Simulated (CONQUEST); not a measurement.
## Al under changes of volume

One of the cells (16.669 Å³/atom); the others are scaled copies at fixed shape and fractional positions:

```
Al
1.0
     2.81246    0.00000    0.00000
     0.00000    4.86685    0.00000
     0.00000    0.00000    4.87132
Al
4
Cartesian
  0.0000 1.2167 3.2475
  1.4062 1.2167 0.8119
  0.0000 3.6501 1.6238
  1.4062 3.6501 4.0594
```

This isn't the form of Al at room conditions, which is fcc.

| Quantity | Value |
| --- | --- |
| Program | CONQUEST 1.3 |
| Functional | PBE |
| Potentials or basis | PseudoDojo NC PBE, DZP, grid of 32 × 48 × 48 points |
| k mesh | 9 × 6 × 6 |
| Occupations | fermi-dirac, width 0.05 eV |
| Spin | no spin polarisation |

| volume (Å³/atom) | energy over the lowest point (meV/atom) | pressure (GPa) | largest force (eV/Å) |
| --- | --- | --- | --- |
| 15.669 | 22.55 | 6.1 | 0.000 |
| 16.003 | 11.71 | 4.4 | 0.002 |
| 16.336 | ? | ? | ? |
| 16.669 | 0.77 | 1.0 | 0.001 |
| 17.003 | 0.00 | -0.3 | 0.002 |
| 17.336 | 1.99 | -1.5 | 0.001 |
| 17.670 | 6.34 | -2.7 | 0.002 |

Q: What does the run at 16.336 Å³/atom give?

A: Energy over the lowest point 4.50 meV/atom; pressure 2.4 GPa; largest force 0.002 eV/Å.

Worked out: A Birch-Murnaghan fit of order 3 (a polynomial in V^(-2/3)) to the other rows has its minimum at 16.93 Å³/atom with B0 = V·E''(V) = 68 GPa and B' = 4.3 at fixed shape and positions, which overstates the stiffness. It gives 4.57 meV/atom at 16.336 Å³/atom, against the run's 4.50, and -dE/dV = 2.6 GPa, against 2.4.

Energies are extrapolated to zero smearing.

Caveats: the basis of atomic orbitals isn't converged, which shifts pressures, moduli and gaps.
